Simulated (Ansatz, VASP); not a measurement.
## ZnCu in VASP and in Ansatz

```
Zn Cu
1.0
     2.94500    0.00000    0.00000
     0.00000    2.94500    0.00000
     0.00000    0.00000    2.94500
Zn Cu
1 1
Direct
  0.50000 0.50000 0.50000
  0.00000 0.00000 0.00000
```

Alike in both runs: task single point; functional PBE; k mesh 9 × 9 × 9; occupations fermi-dirac, width 0.05 eV; no spin polarisation.

```csv
,VASP,Ansatz
version,VASP 6.6.1,Ansatz 0.2.0
potentials or method,"VASP PAW PBE potentials, release 64 (Zn, Cu)",Ansatz PAW
plane-wave cutoff (eV),520,420
valence electrons in the cell,23,31
```

Ansatz gave:

```
gap on the k mesh at the Fermi level (eV) : none
pressure (GPa)                            : 2.6
```

Q: Which values does VASP return?

A: gap on the k mesh at the Fermi level (eV): none; pressure (GPa): 3.1.

A gap of «none» marks a metal or a gap that the smearing closes. The functional is the same, so the differences come from potentials, cutoffs and numerics. The two sets of potentials don't hold the same shells in valence.
